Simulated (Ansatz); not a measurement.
# N: the band gap up the ladder of functionals

The task here is to estimate one member of a computed series from the others.

The runs shown are made with Ansatz 0.2.0. PAW datasets, plane waves. Spin-unpolarised throughout; all numbers are computed.

### The cell

The cell was relaxed beforehand with r2SCAN+rVV10.

It is tetragonal, P4_2/mnm (No. 136); a = 3.961 Å, c = 5.133 Å in the conventional setting, 20.13 Å³ an atom. N has 1 N at 1.09 Å.

The structure in full:

```cif
data_structure
_symmetry_space_group_name_H-M 'P4_2/mnm'
_symmetry_Int_Tables_number 136
_cell_length_a 3.9610
_cell_length_b 3.9610
_cell_length_c 5.1332
_cell_angle_alpha 90.000
_cell_angle_beta 90.000
_cell_angle_gamma 90.000
_cell_volume 80.54
loop_
_atom_site_label
_atom_site_type_symbol
_atom_site_symmetry_multiplicity
_atom_site_Wyckoff_symbol
_atom_site_fract_x
_atom_site_fract_y
_atom_site_fract_z
_atom_site_occupancy
N1 N 4 f 0.90241 0.90241 0.00000 1
```

The first run:

The input, input.yaml:

```yaml
crystal:
  lattice:
    - [3.9609740433, 0.0, 0.0]
    - [0.0, 3.9609740433, 0.0]
    - [0.0, 0.0, 5.1331803146]
  atoms:
    - { symbol: "N", position: [0.9024068167, 0.9024068167, 0.0] }
    - { symbol: "N", position: [0.5975931833, 0.4024068167, 0.5] }
    - { symbol: "N", position: [0.0975931833, 0.0975931833, 0.0] }
    - { symbol: "N", position: [0.4024068167, 0.5975931833, 0.5] }
kpoints:
  mp_grid: { grid: [6, 6, 6] }
  band_path:
    path:
      - [[0.0, 0.0, 0.0], [5.971004363975e-52, 0.5, -8.968464669865e-34], [0.5, 0.5, -1.702956586695e-33], [0.0, 0.0, 0.0], [-1.053562714946e-50, 4.725061303951e-51, 0.5], [-1.053562714946e-50, 0.5, 0.5], [0.5, 0.5, 0.5], [-1.053562714946e-50, 4.725061303951e-51, 0.5]]
      - [[5.971004363975e-52, 0.5, -8.968464669865e-34], [-1.053562714946e-50, 0.5, 0.5]]
      - [[0.5, 0.5, -1.702956586695e-33], [0.5, 0.5, 0.5]]
    npoints: 10
hamiltonian:
  xc: pbe
scf:
  occupations: { method: fermi_dirac, width: 0.02 }
  n_extra_bands: 5
output:
  forces: true
  stress: true
  eigenvalues: true
```

Launch:

```
> ansatz run input.yaml --threads 2 --pin off --max-ram 2211MiB --backend cpu --events-out ev --progress --plain --runs-dir out
```

Steps of the session up to this table: PBE band path; r2SCAN at the same geometry; Single point with HSE06; PBE0; LDA; Quasiparticle levels, G0W0@PBE; DDH-PBE0; LC-ωPBE; Single point with r2SCANh.

One table of the session follows, with a row left open; its other results are not shown here.

```
                     level  gap (eV)
                       PBE      6.85
                    r2SCAN         ?
                     HSE06      9.12
                      PBE0      9.92
                       LDA      6.65
G0W0@PBE (240 empty bands)     12.85
G0W0@PBE (596 empty bands)     12.91
                  DDH-PBE0     14.14
                   LC-ωPBE     15.38
                   r2SCANh      8.63
```

Q: Estimate the row for r2SCAN from the others.

As computed: gap (eV): 7.49. In the column «gap (eV)» it lies between PBE (6.85) and r2SCANh (8.63).

Meshes: PBE 6×6×6, r2SCAN 6×6×6, HSE06 4×4×4, PBE0 4×4×4, LDA 6×6×6, DDH-PBE0 4×4×4, LC-ωPBE 4×4×4, r2SCANh 4×4×4.

Against G0W0@PBE, PBE is short by 6.06 eV, at 53 % of it, and r2SCAN 58 %. PBE0 lies 0.80 eV above HSE06, which differs from it by screening the long-range exchange. No extrapolation in bands, cutoff or mesh was made for G0W0.

To keep in mind: Warnings in the runs' records: stress scf threshold loose, stress exchange threshold loose.
